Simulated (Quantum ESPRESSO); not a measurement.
Input of a Quantum ESPRESSO 7.5 run:

File run.py:

```python
import numpy as np
from ase.calculators.espresso import Espresso, EspressoProfile
from ase.io import read

atoms = read('POSCAR')

input_data = {
    'control': {'calculation': 'scf', 'prefix': 'pwscf', 'outdir': './tmp', 'tprnfor': True, 'tstress': True, 'disk_io': 'nowf'},
    'system': {'ecutwfc': 55.0, 'ecutrho': 440.0, 'nbnd': 14, 'occupations': 'smearing', 'smearing': 'fd', 'degauss': 0.00367493},
    'electrons': {'conv_thr': 4e-10, 'electron_maxstep': 120, 'mixing_beta': 0.5},
}
pseudopotentials = {'Cl': 'cl_pbe_v1.4.uspp.F.UPF', 'Na': 'na_pbe_v1.5.uspp.F.UPF'}
profile = EspressoProfile(command='pw.x', pseudo_dir='pseudo')
dft = Espresso(profile=profile, input_data=input_data, pseudopotentials=pseudopotentials, kpts=(8, 8, 8), koffset=(0, 0, 0))
atoms.calc = dft

print(f'energy {atoms.get_potential_energy():.8f} eV')
print('forces (eV/A)')
print(np.round(atoms.get_forces(), 6))
print('stress (eV/A^3, Voigt)')
print(np.round(atoms.get_stress(), 8))
print(f'Fermi level {dft.get_fermi_level():.4f} eV')
```

POSCAR

```
NaCl
1.0
    3.5021900000      0.0000000000      0.0000000000
    0.0000000000      3.5021900000      0.0000000000
    0.0000000000      0.0000000000      3.5021900000
Cl Na
1 1
Direct
    0.5000000000      0.5000000000      0.5000000000
    0.0000000000      0.0000000000      0.0000000000
```

Potentials or basis: SSSP 1.3 efficiency PBE.

The run is started by

```bash
$ OMP_NUM_THREADS=1 python run.py
```

Question: Predict the pressure.

Answer: 0.2 GPa.

Question: Predict the band gap on the k mesh.

Answer: 3.98 eV, indirect (least direct gap 4.47 eV).

A k mesh can miss the band edges. PBE gaps usually lie below the measured ones, often by a third to a half.
